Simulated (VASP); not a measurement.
HfC under changes of volume

One of the cells (12.839 Å³/atom); the others are scaled copies at fixed shape and fractional positions:

```xyz
4
Lattice="3.3650 0.0000 0.0000 -1.6825 2.9142 0.0000 0.0000 0.0000 5.2372" Properties=species:S:1:pos:R:3 pbc="T T T"
Hf    0.0000    1.9428    1.3093
Hf    1.6825    0.9714    3.9279
C     0.0000    0.0000    2.6186
C     0.0000    0.0000    0.0000
```

The cell comes from a database or a generator and needn't be the stable form of this composition.

```yaml
Program: VASP 6.6.1
Functional: PBE
Potentials_or_basis: VASP PAW PBE potentials, release 64 (Hf_pv, C)
Cutoff: 520 eV
k_mesh: 9 × 9 × 5
Occupations: fermi-dirac, width 0.05 eV
Spin: no spin polarisation
```

```tsv
volume (Å³/atom)	energy over the lowest point (meV/atom)	pressure (GPa)
11.832	28.35	14.8
12.084	9.71	8.9
12.336	0.00	3.5
12.839	?	?
13.091	16.17	-9.8
13.343	34.29	-13.3
```

**Question.** What does the run at 12.839 Å³/atom give?

**Answer.** Energy over the lowest point 3.98 meV/atom; pressure -5.8 GPa.

Worked out: A Birch-Murnaghan fit of order 3 (a polynomial in V^(-2/3)) to the other rows has its minimum at 12.52 Å³/atom with B0 = V·E''(V) = 236 GPa and B' = 4.1 at fixed shape and positions, which overstates the stiffness. It gives 3.98 meV/atom at 12.839 Å³/atom, against the run's 3.98, and -dE/dV = -5.7 GPa, against -5.8.

Energies are extrapolated to zero smearing.
